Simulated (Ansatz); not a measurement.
**Phases of Zr at 110 GPa**

Structure types of Zr are relaxed in primitive cells with their symmetry kept at 110 GPa, first on PAW files, then by LAPW. The enthalpy is E + pV at zero temperature, without zero-point motion. Only the types listed were tried, and differences under about 5 meV/atom are mesh noise. Not among the end structures: fcc, bcc, which may lie lower.

Computed with Ansatz 0.2.0; functional PBE, scalar-relativistic. Settings: Fermi–Dirac smearing of 0.08 eV, no spin polarisation. Methods: LAPW: all electrons, basis error target 0.5 meV/atom; PAW: frozen-core files, cutoff 420 eV.

k meshes: hcp 16×16×9, simple hexagonal 17×17×16, diamond 13×13×13, omega 9×9×12.

Task: Order the types by LAPW enthalpy, lowest first.
A. omega
B. diamond
C. simple hexagonal
D. hcp

Result: D (0 meV/atom), A (32 meV/atom), C (484 meV/atom), B (3899 meV/atom).

```csv
start type,ends as,"a, b, c (Å)",V (Å³/atom),"H − H(lowest), LAPW (meV/atom)","same, PAW"
hcp,"hcp, P6_3/mmc","2.608, 2.608, 4.690",13.81,0.0,0.0
simple hexagonal,"simple hexagonal, P6/mmm","2.555, 2.555, 2.487",14.06,483.9,483.8
diamond,"diamond, Fd-3m","4.982, 4.982, 4.982",15.45,3899.2,3895.4
omega,"omega, P6/mmm","4.332, 4.332, 2.554",13.84,32.3,32.2
```

Task: Split the lead of hcp over omega into energy and pV.

Result: For omega less hcp: ΔE = +12.7 meV/atom, and p·ΔV = 110 GPa × +0.0285 Å³ × 6.242 meV/(GPa·Å³) = +19.6 meV/atom, together 32.3 meV/atom. hcp wins on both counts.
